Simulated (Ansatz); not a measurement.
Runs of Ansatz 0.2.0 on TiB2. The structure is hexagonal, space group P6/mmm (No. 191). Conventional cell: a = 3.029 Å, b = 3.029 Å, c = 3.228 Å, α = 90.00°, β = 90.00°, γ = 120.00°. Ti (site symmetry 6/mmm) has 12 B at 2.38 Å as nearest neighbours. B (site symmetry -6m2) is surrounded by 3 B at 1.75 Å. 

| task | level | cell | k mesh | points for each segment of the path | mesh quality | gap on the mesh (eV) | pressure (GPa) | relaxed volume (Å³/atom) |
| --- | --- | --- | --- | --- | --- | --- | --- | --- |
| single point | PBE0 | as given | 8 × 8 × 6 | - | not flagged | none | -5.3 | - |
| relaxation of cell and atoms | HSE06 | relaxed | 6 × 6 × 6 | - | coarse | none | 0.0 | (a) |
| band structure | HSE06 | as given | 8 × 8 × 6 | 4 | not flagged | none | -4.8 | - |
| relaxation of cell and atoms | PBE0 | relaxed | 6 × 6 × 6 | - | coarse | none | 0.0 | 8.39 |

Alike in all rows: potentials or basis Ansatz PAW; no spin polarisation; cutoff (eV) 420; smearing fermi-dirac 0.05 eV.

Problem. Estimate the missing entries.

Solution. (a) 8.40.

Caveats: some runs use coarse meshes; the PAW data sets come from PBE, with cores solved anew for the run's functional, which leaves a small shift of forces and pressure; the thresholds are loose for stress (some runs); the plane-wave basis is chosen anew once the cell has moved, so the energies of steps on either side of that aren't comparable (some runs).

A gap of «none» marks a metal or a gap under the smearing width.
